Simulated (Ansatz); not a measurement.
The parent structure is LaAlO$_{3}$ in the cubic perovskite structure (space group Pm-3m, No. 221).

Space group Pm-3m (No. 221); a = 3.787 Å, b = 3.787 Å, c = 3.787 Å, α = 90.00°, β = 90.00°, γ = 90.00°

| atom | site | symmetry | x | y | z |
|---|---|---|---|---|---|
| La | 1a | m-3m | 0.0000 | 0.0000 | 0.0000 |
| Al | 1b | m-3m | 0.5000 | 0.5000 | 0.5000 |
| O | 3c | 4/mm.m | 0.0000 | 0.5000 | 0.5000 |

Method: DFT with r2SCAN, PAW potentials and a 500 eV plane-wave cutoff in Ansatz (a first-principles code), no spin-orbit coupling.

Carriers are added at fixed cell with a uniform background; the Fermi–Dirac width is that of 300 K.

One change was made to it. Results:

The Fermi level relative to the doped band's edge (positive inside the band; to 0.05 eV) comes out as +0.20 eV; the gap between the host's bands increases by 0.45 eV (4.02 eV → 4.47 eV); the gap character stays indirect, R → Γ.

Q: Which change produced these results?
(A) holes 2.0×10^22 cm⁻³
(B) electrons 5.0×10^21 cm⁻³
(C) electrons 1.0×10^22 cm⁻³
(D) electrons 2.0×10^22 cm⁻³
(E) holes 1.0×10^22 cm⁻³

A: E, holes 1.0×10^22 cm⁻³. For comparison, the gap between the host's bands in the other runs: electrons 1.0×10^22 cm⁻³ gives 4.23 eV; holes 2.0×10^22 cm⁻³ gives 4.96 eV; electrons 2.0×10^22 cm⁻³ gives 4.42 eV; electrons 5.0×10^21 cm⁻³ gives 4.12 eV.

Charged cell with a jellium background: band edges are those of the host's band count, energies are not comparable with the neutral cell, and many-body gap narrowing is missing. Stability against distortions was not tested. Many cubic perovskites are stable only at high temperature; tilts and polar distortions were not tested.
